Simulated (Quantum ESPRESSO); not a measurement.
Runs of Quantum ESPRESSO 7.5 on Pb. It takes space group Fm-3m (No. 225, cubic). The conventional cell has a = 4.950 Å, b = 4.950 Å, c = 4.950 Å, α = 90.00°, β = 90.00°, γ = 90.00°. Around Pb (site symmetry m-3m) lie 12 Pb at 3.50 Å. 

| task | level | potentials or basis | k mesh | cutoff (eV) | form of the LDA correlation | mesh quality | gap on the mesh (eV) | pressure (GPa) | V0 of scaled cells (Å³/atom) | B0 (GPa) |
| --- | --- | --- | --- | --- | --- | --- | --- | --- | --- | --- |
| equation of state | PBEsol | PseudoDojo 0.4 SR PBEsol stringent | 9 × 9 × 9 | 1225 | - | not flagged | - | - | 29.93 | 49 |
| single point | PBE | SG15 PBE 1.2 | 6 × 6 × 6 | 762 | - | coarse | none | 3.4 | - | - |
| band structure | PBE | PseudoDojo 0.4 SR PBE stringent | 9 × 9 × 9 | 1225 | - | not flagged | none | 2.3 | - | - |
| band structure | PBEsol | PseudoDojo 0.4 SR PBEsol stringent | 9 × 9 × 9 | 1225 | - | not flagged | none | -0.6 | - | - |
| equation of state | PBE | PseudoDojo 0.4 SR PBE stringent | 9 × 9 × 9 | 1225 | - | not flagged | - | - | (a) | 40 |
| equation of state | LDA | GBRV 1.5 LDA | 9 × 9 × 9 | 612 | PZ81 | not flagged | - | - | (b) | 55 |

Alike in all rows: no spin polarisation; cell as given; smearing fermi-dirac 0.05 eV.

Estimate the missing entries.

(a) 31.89; (b) 28.92.

Caveats: some runs use coarse meshes; spin-orbit coupling is left out, which moves the levels of the heavy elements (some runs).

A k mesh can miss the band edges, and the runs leave out spin-orbit coupling on Pb.

A gap of «none» marks a metal or a gap under the smearing width.

The runs don't all hold the same shells in valence.
